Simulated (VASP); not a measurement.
# GaN (F-43m) in VASP: band structure with HSE06

Aim: the band structure of GaN with HSE06.

All numbers are computed with VASP 6.6.1; they aren't measurements. Logs are shortened: lines on timing, memory, paths and dates and some standing lists are left out, and cuts for length are marked.

**Measured values to compare with.**

From a printed reference work, textbook, for a bulk crystal of GaN at 0 K: band gap 3.299 eV (direct).

The runs below are set against these values where they give the same quantity.

### Step 1. The crystal as given

The structure is cubic, space group F-43m (No. 216). The conventional cell has a = 4.494 Å, b = 4.494 Å, c = 4.494 Å, α = 90.00°, β = 90.00°, γ = 90.00°. Ga (site symmetry -43m) is surrounded by 4 N at 1.95 Å. N (site symmetry -43m) is surrounded by 4 Ga at 1.95 Å.

The cell is a database's computed one.

### Step 2. Band structure, HSE06

POSCAR reads:

```
GaN
1.0
    0.0000000000      2.2472400000      2.2472400000
    2.2472400000      0.0000000000      2.2472400000
    2.2472400000      2.2472400000      0.0000000000
Ga N
1 1
Direct
    0.0000000000      0.0000000000      0.0000000000
    0.2500000000      0.2500000000      0.2500000000
```

INCAR.step1 reads:

```
SYSTEM = GaN
ALGO = Normal
EDIFF = 1E-5
ENCUT = 520
GGA = PE
ISIF = 2
ISMEAR = 0
LASPH = .TRUE.
LCHARG = .FALSE.
LREAL = .FALSE.
LWAVE = .TRUE.
NBANDS = 16
NELM = 60
PREC = Accurate
SIGMA = 0.02
```

INCAR.step2 reads:

```
SYSTEM = GaN
ALGO = Normal
EDIFF = 1E-6
ENCUT = 520
GGA = PE
HFSCREEN = 0.2
ISIF = 2
ISMEAR = 0
ISTART = 1
LASPH = .TRUE.
LCHARG = .FALSE.
LHFCALC = .TRUE.
LREAL = .FALSE.
LWAVE = .FALSE.
NBANDS = 16
NELM = 60
PREC = Accurate
PRECFOCK = Fast
SIGMA = 0.02
```

KPOINTS reads:

```
k-points
0
G
  6 6 6
  0 0 0
```

KPOINTS_OPT reads:

```
path GXWKGLUWLK,UX
12
line-mode
reciprocal
 0.0000000000  0.0000000000  0.0000000000  G
 0.5000000000  0.0000000000  0.5000000000  X

 0.5000000000  0.0000000000  0.5000000000  X
 0.5000000000  0.2500000000  0.7500000000  W

 0.5000000000  0.2500000000  0.7500000000  W
 0.3750000000  0.3750000000  0.7500000000  K

 0.3750000000  0.3750000000  0.7500000000  K
 0.0000000000  0.0000000000  0.0000000000  G

 0.0000000000  0.0000000000  0.0000000000  G
 0.5000000000  0.5000000000  0.5000000000  L

 0.5000000000  0.5000000000  0.5000000000  L
 0.6250000000  0.2500000000  0.6250000000  U

 0.6250000000  0.2500000000  0.6250000000  U
 0.5000000000  0.2500000000  0.7500000000  W

 0.5000000000  0.2500000000  0.7500000000  W
 0.5000000000  0.5000000000  0.5000000000  L

 0.5000000000  0.5000000000  0.5000000000  L
 0.3750000000  0.3750000000  0.7500000000  K

 0.6250000000  0.2500000000  0.6250000000  U
 0.5000000000  0.0000000000  0.5000000000  X
```

Potentials or basis: VASP PAW PBE potentials, release 64 (Ga_d, N).

Launch:

```sh
$ cat potpaw_PBE.64/Ga_d/POTCAR potpaw_PBE.64/N/POTCAR > POTCAR
$ cp INCAR.step1 INCAR
$ mpirun -np 1 vasp_std > vasp.out
$ cp INCAR.step2 INCAR
$ mpirun -np 1 vasp_std > vasp.out
```

OUTCAR:

```text
SYSTEM = GaN
   EDIFF = 1E-6
   ENCUT = 520
   GGA = PE
   HFSCREEN = 0.2
   ISIF = 2
   ISMEAR = 0
   ISTART = 1
   LASPH = .TRUE.
   LHFCALC = .TRUE.
   LREAL = .FALSE.
   NELM = 60
   PREC = Accurate
   PRECFOCK = Fast

 ion  position               nearest neighbor table
   1  0.000  0.000  0.000-   2 1.95   2 1.95   2 1.95   2 1.95
   2  0.250  0.250  0.250-   1 1.95   1 1.95   1 1.95   1 1.95

  LATTYP: Found a face centered cubic cell.
 ALAT       =     4.4944800000

  Lattice vectors:

 A1 = (   0.0000000000,   2.2472400000,   2.2472400000)
 A2 = (   2.2472400000,   0.0000000000,   2.2472400000)
 A3 = (   2.2472400000,   2.2472400000,   0.0000000000)

Analysis of symmetry for initial positions (statically):
=====================================================================
 Subroutine PRICEL returns:
 Original cell was already a primitive cell.

 Routine SETGRP: Setting up the symmetry group for a
 face centered cubic supercell.

 Subroutine GETGRP returns: Found 24 space group operations
 (whereof 24 operations were pure point group operations)
 out of a pool of 48 trial point group operations.

The static configuration has the point symmetry T_d .

Analysis of symmetry for dynamics (positions and initial velocities):
=====================================================================
 Subroutine PRICEL returns:
 Original cell was already a primitive cell.

 Routine SETGRP: Setting up the symmetry group for a
 face centered cubic supercell.

 Subroutine GETGRP returns: Found 24 space group operations
 (whereof 24 operations were pure point group operations)
 out of a pool of 48 trial point group operations.

The dynamic configuration has the point symmetry T_d .

 Subroutine INISYM returns: Found 24 space group operations
 (whereof 24 operations are pure point group operations),
 and found     1 'primitive' translations

----------------------------------------------------------------------------------------

                                     Primitive cell

  volume of cell :      22.6975

  direct lattice vectors                    reciprocal lattice vectors
[... 80 lines left out ...]
   EDIFFG = 0.1E-04   stopping-criterion for IOM
   NSW    =      0    number of steps for IOM
   IBRION =     -1    ionic relax: 0-MD 1-quasi-New 2-CG
   NFREE  =      0    steps in history (QN), initial steepest desc. (CG)
   ISIF   =      2    stress and relaxation
   ISYM   =      3    0-nonsym 1-usesym 2-fastsym
   POTIM  = 0.5000    time-step for ionic-motion
   TEBEG  =    0.0;   TEEND  =   0.0 temperature during run
   PSTRESS=    0.0 pullay stress
   NELECT =      18.0000    total number of electrons
   NUPDOWN=      -1.0000    fix difference up-down
   EMIN   =  10.00;   EMAX   =-10.00  energy-range for DOS
   EFERMI =   0.00;   METHOD = LEGACY
   ISMEAR =     0;   SIGMA  =   0.02  broadening in eV -4-tet -1-fermi 0-gaus
   EFERMI_NEDOS =   21; number of points for ismear=-14 and -15
   IALGO  =     38    algorithm
   IMIX   =      1    mixing-type and parameters
     AMIX     =   0.40;   BMIX     =  1.00
     AMIX_MAG =   1.60;   BMIX_MAG =  1.00
  volume/ion in A,a.u.               =      11.35        76.59
  Fermi-wavevector in a.u.,A,eV,Ry     =   1.515326  2.863552 31.241893  2.296214
  Thomas-Fermi vector in A             =   2.624865
   LORBIT       =      0    0 simple, 1 ext, 2 COOP (PROOUT), +10 PAW based schemes
   GGA     = PE    functional components
   LHFCALC =     T    Hartree Fock is set to
   PRECFOCK=fast      Normal, Fast or Accurate (Low or Medium for compatibility)
   ENCUT4O =  -1.0   cutoff for four orbital integrals eV
   NKREDX  =     1    reduce k-point grid by
   NKREDY  =     1    reduce k-point grid by
   NKREDZ  =     1    reduce k-point grid by
   AEXX    =    0.2500 exact exchange contribution
   HFSCREEN=    0.2000 screening length (either q_TF or 0.3 A-1)
   HFSCREENC=   0.2000 screening length for correlation (either q_TF or 0.3 A-1)
   ENCUTFOCK=  -1.0 apply spherical cutoff to Coloumb kernel
   IVDW    =     0    specifies the selected vdW correction
   LEPSILON=     F    determine dielectric tensor
   LRPA    =     F    only Hartree local field effects (RPA)
 non-spin polarized calculation
 Gauss-broadening in eV      SIGMA  =   0.02
  energy-cutoff  :      520.00
  volume of cell :       22.70
 maximum number of plane-waves:       624
  NGX = 14; NGY = 14; NGZ = 14

 number of electron      18.0000010 magnetization

 Free energy of the ion-electron system (eV)
  ---------------------------------------------------
  ext. energy  EPLUGINS =         0.00000000
  ---------------------------------------------------
  free energy    TOTEN  =       -14.77138734 eV

  energy without entropy =      -14.77138734  energy(sigma->0) =      -14.77138734

 E-fermi :   4.7371     XC(G=0):  -9.5838

 val. band max:        4.5351397722   @ k =   0.0000   0.0000   0.0000
 cond. band min:       7.5943670537   @ k =   0.0000   0.0000   0.0000
 fundamental gap:      3.0592272815
 Fermi energy:         4.7371151636

 k-point     1 :       0.0000    0.0000    0.0000
  band No.  band energies     occupation
      1     -12.9816      2.00000
      2     -11.0426      2.00000
      3     -11.0426      2.00000
      4     -11.0426      2.00000
      5     -10.7184      2.00000
      6     -10.7184      2.00000
[... 281 lines left out ...]
      3     -10.8475      2.00000
      4     -10.7401      2.00000
      5     -10.6824      2.00000
      6      -8.3190      2.00000
[... 8 lines left out ...]
     15      27.0899      0.00000
     16      29.8267      0.00000

------------------------ aborting loop because EDIFF is reached ----------------------------------------

  FORCE on cell =-STRESS in cart. coord.  units (eV):
  Direction    XX          YY          ZZ          XY          YZ          ZX
  --------------------------------------------------------------------------------------
  -------------------------------------------------------------------------------------
  Total        0.0477159      0.0477159      0.0477159      0.0000000     -0.0000000      0.0000000
  in kB        3.3681813      3.3681813      3.3681813      0.0000000     -0.0000000      0.0000000
  external PRESSURE =       3.3681813 kB  Pullay stress =       0.0000000 kB

 VOLUME and BASIS-vectors are now :
 -----------------------------------------------------------------------------
  energy-cutoff  :      520.00
  volume of cell :       22.70
      direct lattice vectors                 reciprocal lattice vectors
     0.000000000  2.247240000  2.247240000    -0.222495150  0.222495150  0.222495150
     2.247240000  0.000000000  2.247240000     0.222495150 -0.222495150  0.222495150
     2.247240000  2.247240000  0.000000000     0.222495150  0.222495150 -0.222495150

 POSITION                                       TOTAL-FORCE (eV/Angst)
 -----------------------------------------------------------------------------------
      0.00000      0.00000      0.00000        -0.000000     -0.000000     -0.000000
      1.12362      1.12362      1.12362         0.000000      0.000000      0.000000
 -----------------------------------------------------------------------------------
    total drift:                               -0.000006     -0.000020     -0.000011

  FREE ENERGIE OF THE ION-ELECTRON SYSTEM (eV)
  ---------------------------------------------------
  free  energy   TOTEN  =       -14.7713873374 eV

  energy  without entropy=      -14.7713873374  energy(sigma->0) =      -14.77138734
```

OSZICAR.step1:

```text
N       E                     dE             d eps       ncg     rms          rms(c)
DAV:   1     0.850473197329E+02    0.85047E+02   -0.92329E+03   576   0.197E+03
DAV:   2    -0.804447792459E+01   -0.93092E+02   -0.86716E+02   576   0.337E+02
DAV:   3    -0.140838500472E+02   -0.60394E+01   -0.60204E+01   632   0.721E+01
DAV:   4    -0.141488186969E+02   -0.64969E-01   -0.64965E-01   640   0.811E+00
DAV:   5    -0.141494931569E+02   -0.67446E-03   -0.67445E-03   608   0.705E-01    0.775E+00
DAV:   6    -0.121303021300E+02    0.20192E+01   -0.49305E+00   768   0.399E+01    0.269E+00
DAV:   7    -0.121391333156E+02   -0.88312E-02   -0.31947E-01   568   0.651E+00    0.177E+00
DAV:   8    -0.121352945695E+02    0.38387E-02   -0.54844E-02   600   0.323E+00    0.762E-01
DAV:   9    -0.121313879854E+02    0.39066E-02   -0.13859E-02   736   0.274E+00    0.193E-01
DAV:  10    -0.121317250946E+02   -0.33711E-03   -0.15163E-03   608   0.555E-01    0.921E-02
DAV:  11    -0.121316302940E+02    0.94801E-04   -0.27551E-04   760   0.248E-01    0.967E-03
DAV:  12    -0.121316353764E+02   -0.50824E-05   -0.29685E-05   560   0.509E-02
   1 F= -.12131635E+02 E0= -.12131635E+02  d E =-.410968E-39
```

Wall time 40 min (1 thread of Intel Xeon Platinum 8488C (Sapphire Rapids), shared host); peak memory 0.28 GiB.

What came out:

```
Free energy             : -14.7714 eV
Pressure                : 0.3 GPa
Band gap on the k mesh  : 3.06 eV, direct
Band gap along the path : 3.06 eV, direct
```

Levels at the corners of the path, in eV from the valence-band top:
| point | band 5 | band 6 | band 7 | band 8 | band 9 | band 10 | band 11 | band 12 | band 13 | band 14 |
| --- | --- | --- | --- | --- | --- | --- | --- | --- | --- | --- |
| Γ | -15.25 | -15.25 | 0.00 | 0.00 | 0.00 | 3.06 | 12.00 | 12.00 | 12.00 | 19.52 |
| X | -15.18 | -13.06 | -6.61 | -2.94 | -2.94 | 4.48 | 8.23 | 13.67 | 16.15 | 16.15 |
| X | -15.18 | -13.06 | -6.61 | -2.94 | -2.94 | 4.48 | 8.23 | 13.67 | 16.15 | 16.15 |
| W | -15.24 | -12.79 | -6.07 | -4.06 | -3.90 | 7.56 | 10.42 | 12.02 | 12.71 | 17.44 |
| W | -15.24 | -12.79 | -6.07 | -4.06 | -3.90 | 7.56 | 10.42 | 12.02 | 12.71 | 17.44 |
| K | -15.22 | -12.92 | -6.28 | -4.62 | -2.36 | 6.26 | 9.69 | 12.93 | 14.82 | 15.49 |
| K | -15.22 | -12.92 | -6.28 | -4.62 | -2.36 | 6.26 | 9.69 | 12.93 | 14.82 | 15.49 |
| Γ | -15.25 | -15.25 | 0.00 | 0.00 | 0.00 | 3.06 | 12.00 | 12.00 | 12.00 | 19.52 |
| Γ | -15.25 | -15.25 | 0.00 | 0.00 | 0.00 | 3.06 | 12.00 | 12.00 | 12.00 | 19.52 |
| L | -15.21 | -13.61 | -7.60 | -1.05 | -1.05 | 6.17 | 10.49 | 11.98 | 11.98 | 17.44 |
| L | -15.21 | -13.61 | -7.60 | -1.05 | -1.05 | 6.17 | 10.49 | 11.98 | 11.98 | 17.44 |
| U | -15.22 | -12.92 | -6.28 | -4.62 | -2.36 | 6.26 | 9.69 | 12.93 | 14.82 | 15.49 |
| U | -15.22 | -12.92 | -6.28 | -4.62 | -2.36 | 6.26 | 9.69 | 12.93 | 14.82 | 15.49 |
| W | -15.24 | -12.79 | -6.07 | -4.06 | -3.90 | 7.56 | 10.42 | 12.02 | 12.71 | 17.44 |
| W | -15.24 | -12.79 | -6.07 | -4.06 | -3.90 | 7.56 | 10.42 | 12.02 | 12.71 | 17.44 |
| L | -15.21 | -13.61 | -7.60 | -1.05 | -1.05 | 6.17 | 10.49 | 11.98 | 11.98 | 17.44 |
| L | -15.21 | -13.61 | -7.60 | -1.05 | -1.05 | 6.17 | 10.49 | 11.98 | 11.98 | 17.44 |
| K | -15.22 | -12.92 | -6.28 | -4.62 | -2.36 | 6.26 | 9.69 | 12.93 | 14.82 | 15.49 |
| U | -15.22 | -12.92 | -6.28 | -4.62 | -2.36 | 6.26 | 9.69 | 12.93 | 14.82 | 15.49 |
| X | -15.18 | -13.06 | -6.61 | -2.94 | -2.94 | 4.48 | 8.23 | 13.67 | 16.15 | 16.15 |

Caveat: the PAW data sets were made with another functional, which shifts forces and pressure a little.

### Step 3. How close it comes

Step 2. Measured gap of GaN: 3.299 eV (direct; 0 K; a printed reference work, textbook). This calculation gives 3.06 eV (-0.24 eV). Spin-orbit coupling on Ga is left out. The value is that of HSE06, without temperature or zero-point motion. The cell is a database's relaxed one, not the measured one, which moves gaps too.
